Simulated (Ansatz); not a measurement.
**Perturbing ZnS**

Base: an entry of the Crystallography Open Database (COD), ions relaxed with PBE at fixed cell.

```
CELL_PARAMETERS angstrom
1.91500 1.10563 15.62666
-1.91500 1.10563 15.62666
0.00000 -2.21125 15.62666
ATOMIC_POSITIONS crystal
Zn 0.00005 0.00005 0.00005
Zn 0.73333 0.73333 0.73333
Zn 0.46661 0.46661 0.46661
Zn 0.86665 0.86665 0.86665
Zn 0.60001 0.60001 0.60001
S 0.05007 0.05007 0.05007
S 0.78329 0.78329 0.78329
S 0.51664 0.51664 0.51664
S 0.91667 0.91667 0.91667
S 0.65003 0.65003 0.65003
```

Atom numbers follow the list; atoms alike are taken as one site, whose name carries the number of the first.

The numbers come from a DFT calculation in Ansatz (PBE, plane waves and PAW, scalar-relativistic, 420 eV cutoff, Γ-centred 13×13×13 k-points, Fermi–Dirac smearing 0.02 eV).

Question: Variant: z stretched by 2 %, ions relaxed. What happens to the gradients (10²¹ V/m²)?

Answer: 

| site | atoms | V_zz base | η base | V_zz variant | η variant |
| --- | --- | --- | --- | --- | --- |
| Zn1 | 1 | -0.061 | 0.00 | 0.17 | 0.00 |
| Zn2 | 2 | 0.056 | 0.00 | 0.25 | 0.00 |
| Zn3 | 3 | -0.074 | 0.00 | 0.16 | 0.00 |
| Zn4 | 4 | -0.037 | 0.00 | 0.19 | 0.00 |
| Zn5 | 5 | -0.039 | 0.00 | 0.19 | 0.00 |
| S6 | 6 | 0.080 | 0.00 | 0.69 | 0.00 |
| S7 | 7 | -0.011 | 0.00 | 0.62 | 0.00 |
| S8 | 8 | 0.15 | 0.00 | 0.76 | 0.00 |
| S9 | 9 | 0.16 | 0.00 | 0.77 | 0.00 |
| S10 | 10 | 0.16 | 0.00 | 0.77 | 0.00 |

The largest change of V_zz is on S7, from -0.011 to 0.62. V_zz changes sign on Zn3 (same axis), Zn1 (same axis), Zn5 (same axis), Zn4 (same axis).
